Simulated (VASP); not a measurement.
# Hf (Im-3m) in VASP: further runs

Runs on Hf. Level: r2SCAN. Tasks: single point.

All numbers are computed with VASP 6.6.1; they aren't measurements. Logs are shortened: lines on timing, memory, paths and dates and some standing lists are left out, and cuts for length are marked.

### 1 The crystal as given

Symmetry: Im-3m, No. 229, cubic system. Conventional cell: a = 3.610 Å, b = 3.610 Å, c = 3.610 Å, α = 90.00°, β = 90.00°, γ = 90.00°. Around Hf (site symmetry m-3m) lie 8 Hf at 3.13 Å.

This isn't the form of Hf at room conditions, which is hcp.

### 2 Single point, r2SCAN

File INCAR:

```
SYSTEM = Hf
ADDGRID = .False.
ALGO = Normal
EDIFF = 1E-5
ENCUT = 500
ISIF = 2
ISMEAR = 1
LASPH = .True.
LCHARG = .False.
LMIXTAU = .True.
LREAL = .False.
LWAVE = .False.
METAGGA = R2SCAN
NELM = 100
PREC = Accurate
SIGMA = 0.15
```

File KPOINTS:

```
k-points
0
Gamma
  16 16 16
  0 0 0
```

File POSCAR:

```
Hf
1.0
   -1.8050000000      1.8050000000      1.8050000000
    1.8050000000     -1.8050000000      1.8050000000
    1.8050000000      1.8050000000     -1.8050000000
Hf
1
Direct
    0.0000000000      0.0000000000      0.0000000000
```

Potentials or basis: VASP PAW PBE potentials, release 64 (Hf).

Run with:

```sh
$ cat potpaw_PBE.64/Hf/POTCAR > POTCAR
$ mpirun -np 1 vasp_std > vasp.out
```

OUTCAR:

```text
SYSTEM = Hf
   EDIFF = 1E-5
   ENCUT = 500
   ISIF = 2
   ISMEAR = 1
   LASPH = .True.
   LREAL = .False.
   METAGGA = R2SCAN
   NELM = 100
   PREC = Accurate

 Found    145 irreducible k-points:

 Following reciprocal coordinates:
            Coordinates               Weight
  0.000000  0.000000  0.000000      1.000000
  0.062500  0.000000  0.000000     12.000000
  0.125000  0.000000  0.000000     12.000000
  0.187500  0.000000  0.000000     12.000000
  0.250000  0.000000  0.000000     12.000000
  0.312500  0.000000  0.000000     12.000000
   k-points           NKPTS =    145   k-points in BZ     NKDIM =    145   number of bands    NBANDS=      6
   number of dos      NEDOS =    301   number of ions     NIONS =      1
   total plane-waves  NPLWV =  13824
   dimension x,y,z NGX =    24 NGY =   24 NGZ =   24
   dimension x,y,z NGXF=    48 NGYF=   48 NGZF=   48
   ions per type =               1
   NGX,Y,Z   is equivalent  to a cutoff of  12.76, 12.76, 12.76 a.u.
   NGXF,Y,Z  is equivalent  to a cutoff of  25.52, 25.52, 25.52 a.u.
 SYSTEM =  Hf
   PREC   = accura    normal or accurate (medium, high low for compatibility)
   ISTART =      0    job   : 0-new  1-cont  2-samecut
   ICHARG =      2    charge: 1-file 2-atom 10-const
   ISPIN  =      1    spin polarized calculation?
   LNONCOLLINEAR =      F non collinear calculations
   LSORBIT =      F    spin-orbit coupling
   LASPH  =      T    aspherical Exc in radial PAW
   ENCUT  =  500.0 eV  36.75 Ry    6.06 a.u.   5.70  5.70  5.70*2*pi/ulx,y,z
   NELM   =    100;   NELMIN=  2; NELMDL= -5     # of ELM steps
   EDIFF  = 0.1E-04   stopping-criterion for ELM
   LREAL  =      F    real-space projection
   EDIFFG = 0.1E-03   stopping-criterion for IOM
   NSW    =      0    number of steps for IOM
   IBRION =     -1    ionic relax: 0-MD 1-quasi-New 2-CG
   NFREE  =      0    steps in history (QN), initial steepest desc. (CG)
   ISIF   =      2    stress and relaxation
   ISYM   =      2    0-nonsym 1-usesym 2-fastsym
   POTIM  = 0.5000    time-step for ionic-motion
   TEBEG  =    0.0;   TEEND  =   0.0 temperature during run
   PSTRESS=    0.0 pullay stress
   NELECT =       4.0000    total number of electrons
   NUPDOWN=      -1.0000    fix difference up-down
   EMIN   =  10.00;   EMAX   =-10.00  energy-range for DOS
   EFERMI =   0.00;   METHOD = LEGACY
   ISMEAR =     1;   SIGMA  =   0.15  broadening in eV -4-tet -1-fermi 0-gaus
   EFERMI_NEDOS =   21; number of points for ismear=-14 and -15
   IALGO  =     38    algorithm
   IMIX   =      4    mixing-type and parameters
     AMIX     =   0.40;   BMIX     =  1.00
     AMIX_MAG =   1.60;   BMIX_MAG =  1.00
  volume/ion in A,a.u.               =      23.52       158.74
  Fermi-wavevector in a.u.,A,eV,Ry     =   0.906980  1.713943 11.192321  0.822612
  Thomas-Fermi vector in A             =   2.030732
   LORBIT       =      0    0 simple, 1 ext, 2 COOP (PROOUT), +10 PAW based schemes
   METAGGA = R2SCAN    functional components
   LHFCALC =     F    Hartree Fock is set to
   AEXX    =    0.0000 exact exchange contribution
   IVDW    =     0    specifies the selected vdW correction
   LEPSILON=     F    determine dielectric tensor
   LRPA    =     F    only Hartree local field effects (RPA)
 non-spin polarized calculation
 Methfessel and Paxton  Order N= 1 SIGMA  =   0.15
  energy-cutoff  :      500.00
  volume of cell :       23.52
 maximum number of plane-waves:       616
   NGX = 11   NGY = 11   NGZ = 11

 number of electron       4.0000000 magnetization

 Free energy of the ion-electron system (eV)
  ---------------------------------------------------
  ext. energy  EPLUGINS =         0.00000000
  ---------------------------------------------------
  free energy    TOTEN  =       -44.86812023 eV

  energy without entropy =      -44.86817848  energy(sigma->0) =      -44.86813965

 E-fermi :   4.4182     XC(G=0): -11.4405

 val. band max:        4.4071906612   @ k =   0.1250   0.1250   0.1250
 cond. band min:       4.4206168904   @ k =   0.2500   0.2500   0.0000
 fundamental gap:      0.0134262292
 Fermi energy:         4.4181808502

 k-point     1 :       0.0000    0.0000    0.0000
  band No.  band energies     occupation
      1      -2.7567      2.00000
      2       6.0971     -0.00000
      3       6.0971     -0.00000
      4       6.0971     -0.00000
      5       8.7470      0.00000
      6       8.7470      0.00000

 k-point     2 :       0.0625    0.0000    0.0000
  band No.  band energies     occupation
      1      -2.6169      2.00000
      2       5.9958     -0.00000
      3       6.0554     -0.00000
      4       6.2329     -0.00000
      5       8.5866      0.00000
      6       8.7452      0.00000

 k-point     3 :       0.1250    0.0000    0.0000
  band No.  band energies     occupation
      1      -2.2092      2.00000
      2       5.7233     -0.00000
      3       5.8776     -0.00000
      4       6.6357     -0.00000
      5       8.2912      0.00000
      6       8.7510      0.00000

 k-point     4 :       0.1875    0.0000    0.0000
  band No.  band energies     occupation
      1      -1.5723      2.00000
      2       5.3526     -0.00000
      3       5.5000     -0.00000
      4       7.2907     -0.00000
      5       8.1647      0.00000
      6       8.7907      0.00000

 k-point     5 :       0.2500    0.0000    0.0000
  band No.  band energies     occupation
      1      -0.7814      2.00000
      2       4.9600     -0.00000
      3       5.0366     -0.00000
      4       8.1704      0.00000
      5       8.2668      0.00000
      6       8.8886      0.00000

 k-point     6 :       0.3125    0.0000    0.0000
  band No.  band energies     occupation
      1       0.0317      2.00000
      2       4.6049     -0.07079
      3       4.7115     -0.01843
      4       8.4702      0.00000
      5       9.0518      0.00000
      6       9.2254      0.00000

 [... further k-points ...]
[... 5 lines left out ...]
  --------------------------------------------------------------------------------------
  -------------------------------------------------------------------------------------
  Total       -1.1562634     -1.1562634     -1.1562634     -0.0000000     -0.0000000      0.0000000
  in kB      -78.7545700    -78.7545700    -78.7545700     -0.0000000     -0.0000000      0.0000000
  external PRESSURE =     -78.7545700 kB  Pullay stress =       0.0000000 kB

 VOLUME and BASIS-vectors are now :
 -----------------------------------------------------------------------------
  energy-cutoff  :      500.00
  volume of cell :       23.52
      direct lattice vectors                 reciprocal lattice vectors
    -1.805000000  1.805000000  1.805000000     0.000000000  0.277008310  0.277008310
     1.805000000 -1.805000000  1.805000000     0.277008310  0.000000000  0.277008310
     1.805000000  1.805000000 -1.805000000     0.277008310  0.277008310  0.000000000

 POSITION                                       TOTAL-FORCE (eV/Angst)
 -----------------------------------------------------------------------------------
      0.00000      0.00000      0.00000         0.000000     -0.000000      0.000000
 -----------------------------------------------------------------------------------
    total drift:                               -0.000000      0.000000      0.000000

  FREE ENERGIE OF THE ION-ELECTRON SYSTEM (eV)
  ---------------------------------------------------
  free  energy   TOTEN  =       -44.8681202336 eV

  energy  without entropy=      -44.8681784799  energy(sigma->0) =      -44.86813965
```

Run time: 54 s. Hardware: 1 thread of Intel Xeon Platinum 8488C (Sapphire Rapids), shared host; peak memory 0.15 GiB.

These settings aren't checked as converged: the numbers below hold their error.

What came out:

| Quantity | Value |
| --- | --- |
| Free energy | -44.8681 eV |
| Pressure | -7.9 GPa |
| Band gap on the k mesh | none (metal or under the smearing width) |

Caveat: the PAW data sets were made with another functional, which shifts forces and pressure a little.

### 3 Single point, r2SCAN

Changes to INCAR since step 2:

```diff
@@ -3,4 +3,4 @@
 ALGO = Normal
-EDIFF = 1E-5
-ENCUT = 500
+EDIFF = 1E-7
+ENCUT = 400
 ISIF = 2
```

File KPOINTS:

```
k-points
0
Gamma
  19 19 19
  0 0 0
```

POSCAR is that of step 2.

Potentials or basis: VASP PAW PBE potentials, release 64 (Hf).

Run with:

```sh
$ cat potpaw_PBE.64/Hf/POTCAR > POTCAR
$ mpirun -np 1 vasp_std > vasp.out
```

OUTCAR:

```text
SYSTEM = Hf
   EDIFF = 1E-7
   ENCUT = 400
   ISIF = 2
   ISMEAR = 1
   LASPH = .True.
   LREAL = .False.
   METAGGA = R2SCAN
   NELM = 100
   PREC = Accurate

 Found    220 irreducible k-points:

 Following reciprocal coordinates:
            Coordinates               Weight
  0.000000  0.000000  0.000000      1.000000
  0.052632  0.000000  0.000000     12.000000
  0.105263  0.000000  0.000000     12.000000
  0.157895  0.000000  0.000000     12.000000
  0.210526  0.000000  0.000000     12.000000
  0.263158  0.000000  0.000000     12.000000
   k-points           NKPTS =    220   k-points in BZ     NKDIM =    220   number of bands    NBANDS=      6
   number of dos      NEDOS =    301   number of ions     NIONS =      1
   total plane-waves  NPLWV =   8000
   dimension x,y,z NGX =    20 NGY =   20 NGZ =   20
   dimension x,y,z NGXF=    40 NGYF=   40 NGZF=   40
   ions per type =               1
   NGX,Y,Z   is equivalent  to a cutoff of  10.64, 10.64, 10.64 a.u.
   NGXF,Y,Z  is equivalent  to a cutoff of  21.27, 21.27, 21.27 a.u.
 SYSTEM =  Hf
   PREC   = accura    normal or accurate (medium, high low for compatibility)
   ISTART =      0    job   : 0-new  1-cont  2-samecut
   ICHARG =      2    charge: 1-file 2-atom 10-const
   ISPIN  =      1    spin polarized calculation?
   LNONCOLLINEAR =      F non collinear calculations
   LSORBIT =      F    spin-orbit coupling
   LASPH  =      T    aspherical Exc in radial PAW
   ENCUT  =  400.0 eV  29.40 Ry    5.42 a.u.   5.10  5.10  5.10*2*pi/ulx,y,z
   NELM   =    100;   NELMIN=  2; NELMDL= -5     # of ELM steps
   EDIFF  = 0.1E-06   stopping-criterion for ELM
   LREAL  =      F    real-space projection
[... 7 lines left out ...]
   TEBEG  =    0.0;   TEEND  =   0.0 temperature during run
   PSTRESS=    0.0 pullay stress
   NELECT =       4.0000    total number of electrons
   NUPDOWN=      -1.0000    fix difference up-down
   EMIN   =  10.00;   EMAX   =-10.00  energy-range for DOS
   EFERMI =   0.00;   METHOD = LEGACY
   ISMEAR =     1;   SIGMA  =   0.15  broadening in eV -4-tet -1-fermi 0-gaus
   EFERMI_NEDOS =   21; number of points for ismear=-14 and -15
   IALGO  =     38    algorithm
   IMIX   =      4    mixing-type and parameters
     AMIX     =   0.40;   BMIX     =  1.00
     AMIX_MAG =   1.60;   BMIX_MAG =  1.00
  volume/ion in A,a.u.               =      23.52       158.74
  Fermi-wavevector in a.u.,A,eV,Ry     =   0.906980  1.713943 11.192321  0.822612
  Thomas-Fermi vector in A             =   2.030732
   LORBIT       =      0    0 simple, 1 ext, 2 COOP (PROOUT), +10 PAW based schemes
   METAGGA = R2SCAN    functional components
   LHFCALC =     F    Hartree Fock is set to
   AEXX    =    0.0000 exact exchange contribution
   IVDW    =     0    specifies the selected vdW correction
   LEPSILON=     F    determine dielectric tensor
   LRPA    =     F    only Hartree local field effects (RPA)
 non-spin polarized calculation
 Methfessel and Paxton  Order N= 1 SIGMA  =   0.15
  energy-cutoff  :      400.00
  volume of cell :       23.52
 maximum number of plane-waves:       439
   NGX = 11   NGY = 11   NGZ = 11

 number of electron       4.0000000 magnetization

 Free energy of the ion-electron system (eV)
  ---------------------------------------------------
  ext. energy  EPLUGINS =         0.00000000
  ---------------------------------------------------
  free energy    TOTEN  =       -44.86802214 eV

  energy without entropy =      -44.86838484  energy(sigma->0) =      -44.86814304

 E-fermi :   4.4299     XC(G=0): -11.4423

 val. band max:        4.4241333687   @ k =   0.3684   0.1579   0.1053
 cond. band min:       4.4340855300   @ k =   0.2105   0.1053   0.0526
 fundamental gap:      0.0099521613
 Fermi energy:         4.4299064014

 k-point     1 :       0.0000    0.0000    0.0000
  band No.  band energies     occupation
      1      -2.7587      2.00000
      2       6.0969     -0.00000
      3       6.0969     -0.00000
      4       6.0969     -0.00000
      5       8.7494      0.00000
      6       8.7494      0.00000

 k-point     2 :       0.0526    0.0000    0.0000
  band No.  band energies     occupation
      1      -2.6593      2.00000
      2       6.0244     -0.00000
      3       6.0683     -0.00000
      4       6.1933     -0.00000
      5       8.6318      0.00000
      6       8.7479      0.00000

 k-point     3 :       0.1053    0.0000    0.0000
  band No.  band energies     occupation
      1      -2.3670      2.00000
      2       5.8235     -0.00000
      3       5.9542     -0.00000
      4       6.4802     -0.00000
      5       8.3801      0.00000
      6       8.7493      0.00000

 k-point     4 :       0.1579    0.0000    0.0000
  band No.  band energies     occupation
      1      -1.9007      2.00000
      2       5.5350     -0.00000
      3       5.7013     -0.00000
      4       6.9503     -0.00000
      5       8.1945      0.00000
      6       8.7683      0.00000

 k-point     5 :       0.2105    0.0000    0.0000
  band No.  band energies     occupation
      1      -1.2951      2.00000
      2       5.2065     -0.00000
      3       5.3275     -0.00000
      4       7.5907      0.00000
      5       8.1826      0.00000
      6       8.8214      0.00000

 k-point     6 :       0.2632    0.0000    0.0000
  band No.  band energies     occupation
      1      -0.6081      2.00000
      2       4.8800     -0.00019
      3       4.9491     -0.00001
      4       8.3080      0.00000
      5       8.3804      0.00000
      6       8.9201      0.00000

 [... further k-points ...]
[... 5 lines left out ...]
  --------------------------------------------------------------------------------------
  -------------------------------------------------------------------------------------
  Total       -1.1516217     -1.1516217     -1.1516217     -0.0000000     -0.0000000      0.0000000
  in kB      -78.4384168    -78.4384168    -78.4384168     -0.0000000     -0.0000000      0.0000000
  external PRESSURE =     -78.4384168 kB  Pullay stress =       0.0000000 kB

 VOLUME and BASIS-vectors are now :
 -----------------------------------------------------------------------------
  energy-cutoff  :      400.00
  volume of cell :       23.52
      direct lattice vectors                 reciprocal lattice vectors
    -1.805000000  1.805000000  1.805000000     0.000000000  0.277008310  0.277008310
     1.805000000 -1.805000000  1.805000000     0.277008310  0.000000000  0.277008310
     1.805000000  1.805000000 -1.805000000     0.277008310  0.277008310  0.000000000

 POSITION                                       TOTAL-FORCE (eV/Angst)
 -----------------------------------------------------------------------------------
      0.00000      0.00000      0.00000         0.000000     -0.000000     -0.000000
 -----------------------------------------------------------------------------------
    total drift:                                0.000000      0.000000      0.000000

  FREE ENERGIE OF THE ION-ELECTRON SYSTEM (eV)
  ---------------------------------------------------
  free  energy   TOTEN  =       -44.8680221410 eV

  energy  without entropy=      -44.8683848367  energy(sigma->0) =      -44.86814304
```

OSZICAR:

```text
N       E                     dE             d eps       ncg     rms          rms(c)
DAV:   1    -0.382712508505E+02   -0.38271E+02   -0.13417E+03  2676   0.424E+02
DAV:   2    -0.445006825931E+02   -0.62294E+01   -0.58989E+01  4938   0.458E+01
[... 13 lines left out ...]
DAV:  16    -0.448680240789E+02   -0.10115E-04   -0.18252E-06  2748   0.129E-02    0.874E-03
DAV:  17    -0.448680213695E+02    0.27094E-05   -0.10360E-06  3132   0.708E-03    0.143E-03
DAV:  18    -0.448680226869E+02   -0.13174E-05   -0.38704E-08  1386   0.193E-03    0.642E-04
DAV:  19    -0.448680219550E+02    0.73189E-06   -0.73443E-09  1356   0.639E-04    0.381E-04
DAV:  20    -0.448680222205E+02   -0.26548E-06   -0.10108E-08  1344   0.846E-04    0.102E-04
DAV:  21    -0.448680221410E+02    0.79478E-07   -0.12780E-09  1338   0.272E-04
   1 F= -.44868022E+02 E0= -.44868143E+02  d E =0.362696E-03
```

It took 89 s on 1 thread of Intel Xeon Platinum 8488C (Sapphire Rapids), shared host; peak memory 0.15 GiB.

These settings aren't checked as converged: the numbers below hold their error.

Results:

```
Free energy            : -44.8680 eV
Pressure               : -7.8 GPa
Band gap on the k mesh : none (metal or under the smearing width)
```

Caveat: the PAW data sets were made with another functional, which shifts forces and pressure a little.

### 4 Single point, r2SCAN

Changes to INCAR since step 3:

```diff
@@ -4,3 +4,3 @@
 EDIFF = 1E-7
-ENCUT = 400
+ENCUT = 900
 ISIF = 2
```

File KPOINTS:

```
k-points
0
Gamma
  13 13 13
  0 0 0
```

POSCAR is that of step 3.

Run with:

```sh
$ cat potpaw_PBE.64/Hf/POTCAR > POTCAR
$ mpirun -np 1 vasp_std > vasp.out
```

Run time: 96 s. Hardware: 1 thread of Intel Xeon Platinum 8488C (Sapphire Rapids), shared host; peak memory 0.21 GiB.

The run converged, but some of its settings lie outside the range that counts as converged, so its numbers aren't taken as properties of the crystal.

What came out:

| Quantity | Value |
| --- | --- |
| Free energy | -44.8664 eV |
| Pressure | -7.8 GPa |
| Band gap on the k mesh | none (metal or under the smearing width) |

Caveat: the PAW data sets were made with another functional, which shifts forces and pressure a little.

### 5 The reference run

An earlier run on the cell as given: functional PBE; potentials or basis VASP PAW PBE potentials, release 64 (Hf_pv); cutoff 520 eV; k mesh 10 × 10 × 10; occupations fermi-dirac, width 0.05 eV; no spin polarisation.

- Pressure: -5.3 GPa
- Band gap on the k mesh: none (metal or under the smearing width)
